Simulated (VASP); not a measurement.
# GaP (R-3m) in VASP: notebook, part 2 of 2

VASP 6.6.1. Earlier steps stand in the parts before.

## (6) Single point, PBE

Contents of INCAR:

```
SYSTEM = GaP
ADDGRID = .FALSE. ; ALGO = Normal
EDIFF = 1E-6 ; ENCUT = 400
GGA = PE ; ISIF = 2
ISMEAR = 0 ; LASPH = .TRUE.
LCHARG = .FALSE. ; LREAL = .FALSE.
LWAVE = .FALSE. ; NELM = 100
PREC = Accurate ; SIGMA = 0.05
```

Contents of KPOINTS:

```
k-points
0
G
  6 6 6
  0 0 0
```

Contents of POSCAR:

```
GaP
1.0
    1.9430151755      1.1218003346      6.4308101003
   -1.9430151755      1.1218003346      6.4308101003
    0.0000000000     -2.2436006692      6.4308101003
Ga P
2 2
Direct
    0.5646280000      0.5646280000      0.5646280000
    0.4353720000      0.4353720000      0.4353720000
    0.9426110000      0.9426110000      0.9426110000
    0.0573890000      0.0573890000      0.0573890000
```

Potentials or basis: VASP PAW PBE potentials, release 64 (Ga_d, P).

Started as:

```sh
$ cat potpaw_PBE.64/Ga_d/POTCAR potpaw_PBE.64/P/POTCAR > POTCAR
$ mpirun -np 1 vasp_std > vasp.out
```

OUTCAR:

```text
SYSTEM = GaP
   EDIFF = 1E-6
   ENCUT = 400
   GGA = PE
   ISIF = 2
   ISMEAR = 0
   LASPH = .TRUE.
   LREAL = .FALSE.
   NELM = 100
   PREC = Accurate

 Found     32 irreducible k-points:

 Following reciprocal coordinates:
            Coordinates               Weight
  0.000000  0.000000  0.000000      1.000000
  0.166667  0.000000  0.000000      6.000000
  0.333333 -0.000000 -0.000000      6.000000
  0.500000  0.000000 -0.000000      3.000000
  0.166667  0.166667 -0.000000      6.000000
  0.333333  0.166667 -0.000000     12.000000
   k-points           NKPTS =     32   k-points in BZ     NKDIM =     32   number of bands    NBANDS=     22
   number of dos      NEDOS =    301   number of ions     NIONS =      4
   total plane-waves  NPLWV = 110592
   dimension x,y,z NGX =    48 NGY =   48 NGZ =   48
   dimension x,y,z NGXF=    96 NGYF=   96 NGZF=   96
   ions per type =               2   2
   NGX,Y,Z   is equivalent  to a cutoff of  11.72, 11.72, 11.72 a.u.
   NGXF,Y,Z  is equivalent  to a cutoff of  23.43, 23.43, 23.43 a.u.
 SYSTEM =  GaP
   PREC   = accura    normal or accurate (medium, high low for compatibility)
   ISTART =      0    job   : 0-new  1-cont  2-samecut
   ICHARG =      2    charge: 1-file 2-atom 10-const
   ISPIN  =      1    spin polarized calculation?
   LNONCOLLINEAR =      F non collinear calculations
   LSORBIT =      F    spin-orbit coupling
   LASPH  =      T    aspherical Exc in radial PAW
   ENCUT  =  400.0 eV  29.40 Ry    5.42 a.u.  11.11 11.11 11.11*2*pi/ulx,y,z
   NELM   =    100;   NELMIN=  2; NELMDL= -5     # of ELM steps
   EDIFF  = 0.1E-05   stopping-criterion for ELM
[... 18 lines left out ...]
     AMIX     =   0.40;   BMIX     =  1.00
     AMIX_MAG =   1.60;   BMIX_MAG =  1.00
  volume/ion in A,a.u.               =      21.03       141.89
  Fermi-wavevector in a.u.,A,eV,Ry     =   1.233785  2.331515 20.711129  1.522225
  Thomas-Fermi vector in A             =   2.368501
   LORBIT       =      0    0 simple, 1 ext, 2 COOP (PROOUT), +10 PAW based schemes
   GGA     = PE    functional components
[... 5 lines left out ...]
 non-spin polarized calculation
 Gauss-broadening in eV      SIGMA  =   0.05
  energy-cutoff  :      400.00
  volume of cell :       84.10
 maximum number of plane-waves:      1544
 NGX is ok and might be reduce to    48
   NGX = 23   NGY = 23   NGZ = 23

 number of electron      35.9999994 magnetization

 Free energy of the ion-electron system (eV)
  ---------------------------------------------------
  ext. energy  EPLUGINS =         0.00000000
  ---------------------------------------------------
  free energy    TOTEN  =       -17.72115890 eV

  energy without entropy =      -17.72115890  energy(sigma->0) =      -17.72115890

 E-fermi :   4.8807     XC(G=0):  -9.6650

 val. band max:        4.6191039801   @ k =   0.0000   0.0000   0.0000
 cond. band min:       5.4544505683   @ k =   0.5000   0.5000   0.0000
 fundamental gap:      0.8353465881
 Fermi energy:         4.8806891864

 k-point     1 :       0.0000    0.0000    0.0000
  band No.  band energies     occupation
      1     -10.1410      2.00000
      2     -10.0149      2.00000
      3     -10.0149      2.00000
      4     -10.0009      2.00000
      5     -10.0009      2.00000
      6      -9.9494      2.00000
[... 14 lines left out ...]
     21       7.3664      0.00000
     22       8.2903      0.00000

 k-point     2 :       0.1667    0.0000    0.0000
  band No.  band energies     occupation
      1     -10.1358      2.00000
      2     -10.0455      2.00000
      3     -10.0155      2.00000
      4     -10.0123      2.00000
      5      -9.9899      2.00000
      6      -9.9543      2.00000
[... 14 lines left out ...]
     21       7.3838      0.00000
     22       9.0160      0.00000

 k-point     3 :       0.3333   -0.0000   -0.0000
  band No.  band energies     occupation
      1     -10.1284      2.00000
      2     -10.0946      2.00000
      3     -10.0378      2.00000
      4     -10.0089      2.00000
      5      -9.9680      2.00000
      6      -9.9645      2.00000
[... 14 lines left out ...]
     21       7.9211      0.00000
     22       9.4262      0.00000

 k-point     4 :       0.5000    0.0000   -0.0000
  band No.  band energies     occupation
      1     -10.1272      2.00000
      2     -10.1149      2.00000
      3     -10.0457      2.00000
      4     -10.0081      2.00000
      5      -9.9699      2.00000
      6      -9.9573      2.00000
[... 14 lines left out ...]
     21       8.2484      0.00000
     22       9.1102      0.00000

 k-point     5 :       0.1667    0.1667   -0.0000
  band No.  band energies     occupation
      1     -10.1356      2.00000
      2     -10.0413      2.00000
      3     -10.0185      2.00000
      4     -10.0135      2.00000
      5      -9.9896      2.00000
      6      -9.9542      2.00000
[... 14 lines left out ...]
     21       7.9514      0.00000
     22       8.6464      0.00000

 k-point     6 :       0.3333    0.1667   -0.0000
  band No.  band energies     occupation
      1     -10.1281      2.00000
      2     -10.0763      2.00000
      3     -10.0376      2.00000
      4     -10.0080      2.00000
      5      -9.9814      2.00000
      6      -9.9549      2.00000
[... 14 lines left out ...]
     21       8.2905      0.00000
     22       9.1172      0.00000

 [... further k-points ...]

------------------------ aborting loop because EDIFF is reached ----------------------------------------

  FORCE on cell =-STRESS in cart. coord.  units (eV):
  Direction    XX          YY          ZZ          XY          YZ          ZX
  --------------------------------------------------------------------------------------
  -------------------------------------------------------------------------------------
  Total       -0.0936560     -0.0936560     -0.0885900      0.0000000      0.0000000      0.0000000
  in kB       -1.7841754     -1.7841754     -1.6876660      0.0000000      0.0000000      0.0000000
  external PRESSURE =      -1.7520056 kB  Pullay stress =       0.0000000 kB

 VOLUME and BASIS-vectors are now :
 -----------------------------------------------------------------------------
  energy-cutoff  :      400.00
  volume of cell :       84.10
      direct lattice vectors                 reciprocal lattice vectors
     1.943015176  1.121800335  6.430810100     0.257332010  0.148570705  0.051833801
    -1.943015176  1.121800335  6.430810100    -0.257332010  0.148570705  0.051833801
     0.000000000 -2.243600669  6.430810100     0.000000000 -0.297141410  0.051833801

 POSITION                                       TOTAL-FORCE (eV/Angst)
 -----------------------------------------------------------------------------------
      0.00000      0.00000     10.89305         0.000000     -0.000000     -0.050032
      0.00000      0.00000      8.39938         0.000000      0.000000      0.050032
      0.00000      0.00000     18.18526         0.000000      0.000000     -0.017439
      0.00000      0.00000      1.10717         0.000000     -0.000000      0.017439
 -----------------------------------------------------------------------------------
    total drift:                               -0.000000      0.000000      0.000000

  FREE ENERGIE OF THE ION-ELECTRON SYSTEM (eV)
  ---------------------------------------------------
  free  energy   TOTEN  =       -17.7211589035 eV

  energy  without entropy=      -17.7211589035  energy(sigma->0) =      -17.72115890
```

OSZICAR:

```text
N       E                     dE             d eps       ncg     rms          rms(c)
DAV:   1     0.203771567022E+03    0.20377E+03   -0.15311E+04  1414   0.203E+03
DAV:   2     0.331829980096E+01   -0.20045E+03   -0.19645E+03  1538   0.412E+02
DAV:   3    -0.173556949567E+02   -0.20674E+02   -0.20298E+02  1708   0.113E+02
DAV:   4    -0.180104956667E+02   -0.65480E+00   -0.65377E+00  1840   0.213E+01
DAV:   5    -0.180235649402E+02   -0.13069E-01   -0.13061E-01  1862   0.265E+00    0.630E+00
DAV:   6    -0.177660506340E+02    0.25751E+00   -0.51288E-01  1974   0.104E+01    0.382E+00
DAV:   7    -0.177197904903E+02    0.46260E-01   -0.28556E-01  1748   0.320E+00    0.104E+00
DAV:   8    -0.177204506512E+02   -0.66016E-03   -0.33505E-02  1820   0.226E+00    0.224E-01
DAV:   9    -0.177208589650E+02   -0.40831E-03   -0.43776E-03  1778   0.762E-01    0.864E-02
DAV:  10    -0.177210140438E+02   -0.15508E-03   -0.56859E-04  1872   0.181E-01    0.333E-02
DAV:  11    -0.177211417409E+02   -0.12770E-03   -0.12202E-04  1680   0.670E-02    0.153E-02
DAV:  12    -0.177211583952E+02   -0.16654E-04   -0.21810E-05  1480   0.267E-02    0.756E-03
DAV:  13    -0.177211589035E+02   -0.50821E-06   -0.29299E-06  1464   0.168E-02
   1 F= -.17721159E+02 E0= -.17721159E+02  d E =-.338856E-15
```

stdout:

```text
POSCAR found type information on POSCAR GaP
 POSCAR found :  2 types and       4 ions
 scaLAPACK will be used
 LDA part: xc-table for (Slater+PW92), standard interpolation
 POSCAR, INCAR and KPOINTS ok, starting setup
 FFT: planning ... GRIDC
 FFT: planning ... GRID_SOFT
 FFT: planning ... GRID
 WAVECAR not read
 entering main loop
```

It took 91 s on 1 thread of Intel Xeon Platinum 8488C (Sapphire Rapids), shared host; peak memory 0.31 GiB.

These settings aren't checked as converged: the numbers below hold their error.

Results:

* Free energy: -17.7212 eV
* Pressure: -0.2 GPa
* Largest force: 0.050 eV/Å
* Band gap on the k mesh: 0.84 eV, indirect (least direct gap 1.13 eV)
